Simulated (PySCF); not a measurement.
Question: Write Cartesian coordinates for InChI=1S/CCl3F/c2-1(3,4)5 as optimised with GFN2-xTB.

Answer: 
```
atom  x, y, z in Å
F1     0.0603   -0.1410    1.3961
C2     0.0046   -0.0063    0.0667
Cl3   -0.4579    1.6606   -0.3126
Cl4    1.6028   -0.3706   -0.6039
Cl5   -1.2011   -1.1397   -0.5634
```

Any rigid rotation of these coordinates is as good. Atoms count from 1 in this order. All 3 C–Cl bonds measure 1.771 Å.

Bonds between heavy atoms (Å): F1–C2 1.337, C2–Cl3 1.771, C2–Cl4 1.771, C2–Cl5 1.771.

Computed geometry: GFN2-xTB, gas phase.

Point group: C3v (every atom within 0.08 Å of its image). No frequency check.


Question: Write a Z-matrix for InChI=1S/CH4/h1H4 as optimised with PBE0-D3(BJ)/def2-SVP.

Answer: 
Z-matrix in Å and degrees, rows numbered from 1:
```
C 
H   1  1.0981
H   1  1.0981  2  109.47
H   1  1.0981  2  109.48  3   120.01
H   1  1.0981  2  109.47  3  -120.00
```

Method used: PBE0-D3(BJ)/def2-SVP geometry optimisation, gas phase (PySCF).

Point group: Td (tolerance 0.08 Å). PBE0-D3(BJ)/def2-SVP frequencies: not computed here.

The run took under 1 s of CPU time (one thread, shared machine). That covers the optimisation of the geometry.


**Question.** Give a PBE0-D3(BJ)/def2-SVP geometry of `CF` (CH3F).

**Answer.** 
Z-matrix in Å and degrees, rows numbered from 1:
```
C 
F   1  1.3633
H   1  1.1027  2  110.05
H   1  1.1027  2  110.01  3   120.00
H   1  1.1027  2  110.03  3  -120.00
```

Method used: PBE0-D3(BJ)/def2-SVP geometry optimisation, gas phase in PySCF 2.14.0.

Point group: C3v (every atom within 0.08 Å of its image). No PBE0-D3(BJ)/def2-SVP frequencies stand behind this structure, so it isn't proved a minimum.


Task: What does the GFN2-xTB structure of `C=CC(F)(F)F` look like in three dimensions?

Result: 
Z-matrix in Å and degrees, rows numbered from 1:
```
C 
C   1  1.3186
C   2  1.4984  1  122.94
F   3  1.3387  2  113.65  1    -0.08
F   3  1.3457  2  111.76  1   120.58
F   3  1.3457  2  111.73  1  -120.74
H   1  1.0756  2  121.20  3  -179.96
H   1  1.0775  2  121.73  3     0.10
H   2  1.0795  1  123.80  3   179.90
```

Of the pairs four or more bonds apart, F4···H8 is among the closest relative to their van der Waals radii: 2.45 Å, 92 % of the sum of Bondi's values. The C–C distances run from 1.319 Å (C1=C2, drawn double) to 1.498 Å (C2–C3, drawn single), a spread of 0.179 Å.

Computed geometry: GFN2-xTB, gas phase.

Point group: Cs (every atom within 0.08 Å of its image). Stationary, but not proved a minimum.


Problem. Write Cartesian coordinates for `[GaH4-]` as optimised with PBE0-D3(BJ)/def2-SVP. (Charge -1.)

Solution. 
```xyz
5
GaH4 angstrom
Ga     0.0034    0.0012   -0.0069
H      0.1933    0.4366   -1.5620
H     -0.8946    1.1180    0.7613
H      1.4609   -0.1101    0.7051
H     -0.7457   -1.4399    0.0682
```

Orientation and origin are arbitrary. Atoms count from 1 in this order. Ga1 (gallium bonded to 4 H) is tetrahedral (angles from 109.4° to 109.6°).

Theory: PBE0-D3(BJ)/def2-SVP geometry optimisation, gas phase (PySCF).

Point group: Td (every atom within 0.08 Å of its image). No frequency check. The geometry's basis has no diffuse functions, a weakness for an anion.


Q: Write Cartesian coordinates for `N#CCC#N` (malononitrile) as optimised with GFN2-xTB.

A: 
```
atom  x, y, z in Å
N1     0.023    2.224    0.914
C2    -0.171    1.176    0.509
C3    -0.421   -0.154   -0.005
C4     0.787   -0.948    0.065
N5     1.739   -1.575    0.118
H6    -1.205   -0.632    0.592
H7    -0.749   -0.085   -1.048
```

Orientation and origin are arbitrary. Atoms count from 1 in this order. The 5 heavy atoms lie in one plane (0.000 Å rms).

Bonds between heavy atoms (Å): N1≡C2 1.141, C2–C3 1.447, C3–C4 1.447, C4≡N5 1.141.

The geometry is computed with GFN2-xTB (gas phase).

Point group: C2v (every atom within 0.08 Å of its image). Whether it is a minimum is left open (no frequencies).
